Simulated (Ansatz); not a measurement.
**InSe: band structure with r2SCANh**

**Measured values to compare with.**

From “The Interaction of Hydrogen with the van der Waals Crystal γ-InSe”, 2020, pmc:7321205, for a bulk crystal of InSe at 300 K: band gap 1.25 eV.

Crystal: InSe.

```
In Se
1.0
     2.00000    1.15470    8.44000
    -2.00000    1.15470    8.44000
     0.00000   -2.30940    8.44000
In Se
2 2
Direct
  0.88860 0.88860 0.88860
  0.00000 0.00000 0.00000
  0.17190 0.17190 0.17190
  0.38350 0.38350 0.38350
```

| Quantity | Value |
| --- | --- |
| Program | Ansatz 0.2.0 |
| Task | band structure |
| Functional | r2SCANh |
| Potentials or basis | Ansatz PAW |
| Cutoff | 500 eV (not typed: the program's choice for these potentials) |
| k mesh | 5 × 5 × 5 |
| Occupations | fermi-dirac, width 0.05 eV |
| Spin | no spin polarisation |
| Path | [["G", "L", "B1"], ["B", "Z", "G", "X"], ["Q", "F", "P1", "Z"], ["L", "P"]] |
| Points for each segment of the path | 4 |

The pressure is 0.7 GPa and the largest force is 0.185 eV/Å. The band gap along the path is 1.30 eV, direct.

Forces in eV/Å, atoms in the order of the input:
```
In   0.000  0.000  0.185
In   0.000  0.000 -0.167
Se   0.000  0.000  0.061
Se   0.000  0.000 -0.079
```

Stress tensor (GPa, compression positive):
```
 1.10  0.00  0.00
 0.00  1.10  0.00
 0.00  0.00 -0.11
```

Levels at the corners of the path, in eV from the valence-band top:
```
point  band 26  band 27  band 28  band 29  band 30  band 31  band 32  band 33
    Γ    -1.44    -1.44    -1.34    -1.34     2.54     3.06     5.29     5.29
    L    -2.55    -2.54    -2.43    -1.79     1.93     2.79     4.50     4.87
   B1    -3.94    -2.74    -2.43    -1.88     2.39     3.30     4.20     5.31
    B    -3.94    -2.74    -2.43    -1.88     2.39     3.30     4.20     5.31
    Z    -1.51    -1.26    -1.26     0.00     1.30     3.12     5.21     5.21
    Γ    -1.44    -1.44    -1.34    -1.34     2.54     3.06     5.29     5.29
    X    -3.96    -2.78    -2.41    -1.85     2.43     3.22     4.23     5.28
    Q    -3.96    -2.78    -2.41    -1.85     2.43     3.22     4.23     5.28
    F    -2.86    -2.71    -2.24    -1.61     1.97     2.73     4.15     4.47
   P1    -2.78    -2.68    -2.27    -1.74     2.19     2.56     4.22     4.65
    Z    -1.51    -1.26    -1.26     0.00     1.30     3.12     5.21     5.21
    L    -2.55    -2.54    -2.43    -1.79     1.93     2.79     4.50     4.87
    P    -2.78    -2.68    -2.27    -1.74     2.19     2.56     4.22     4.65
```

It took 31 min on 2 threads of Arm Neoverse V1, with other jobs on the host, peak memory 4.3 GiB.

A measured gap of InSe is 1.25 eV (300 K; “The Interaction of Hydrogen with the van der Waals Crystal γ-InSe”, 2020, pmc:7321205); the calculated 1.30 eV misses it by +0.05 eV. Spin-orbit coupling on In, Se is left out. The value is that of r2SCANh, without temperature or zero-point motion.

Caveat: spin-orbit coupling is left out, which moves the levels of the heavy elements; the PAW data sets come from PBE, with cores solved anew for the run's functional, which leaves a small shift of forces and pressure; the thresholds are loose for stress.
